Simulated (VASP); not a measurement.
A run of VASP 6.6.1:

File INCAR:

```
PREC     = Accurate       # precision mode
ENCUT    = 520            # plane-wave cutoff, eV
EDIFF    = 1E-7           # SCF threshold, eV
ISMEAR   = -1             # smearing method
SIGMA    = 0.05           # smearing width, eV
LREAL    = False          # projectors in reciprocal space
LASPH    = True           # aspherical terms in the spheres
NELM     = 100            # most SCF steps
ALGO     = Normal         # electronic algorithm
ISIF     = 2              # what is computed and relaxed
LWAVE    = False          # write WAVECAR
LCHARG   = False          # write CHGCAR
GGA      = PE             # functional
NBANDS   = 34             # bands
```

KPOINTS

```
Automatic mesh
0
Gamma
  7 7 7
```

File POSCAR:

```
CuO
1.0
    4.1609370000      0.0000000000      0.0000000000
    0.0000000000      4.1609370000      0.0000000000
    0.0000000000      0.0000000000      3.8876430000
Cu O
3 3
Direct
    0.5046300000      0.0054650000      0.4890610000
   -0.0012760000      0.4995070000      0.4936580000
    0.0108300000     -0.0044230000      0.0000840000
    0.0034590000     -0.0051740000      0.5022680000
    0.5044770000     -0.0063950000     -0.0007210000
    0.0000170000      0.4958090000      0.0091190000
```

Potentials or basis: VASP PAW PBE potentials, release 64 (Cu, O).

Run with:

```sh
$ cat potpaw_PBE.64/Cu/POTCAR potpaw_PBE.64/O/POTCAR > POTCAR
$ mpirun -np 1 vasp_std > vasp.out
```

Hardware: 1 thread of Intel(R) Xeon(R) Platinum 8375C CPU @ 2.90GHz (Ice Lake), with other jobs on the host.

**Question.** How long does it take, and how much memory?

**Answer.** Run time: 7.8 min on 1 thread of Intel(R) Xeon(R) Platinum 8375C CPU @ 2.90GHz (Ice Lake), with other jobs on the host, peak memory 0.4 GiB. Counts: scf iterations 21, k points 172.
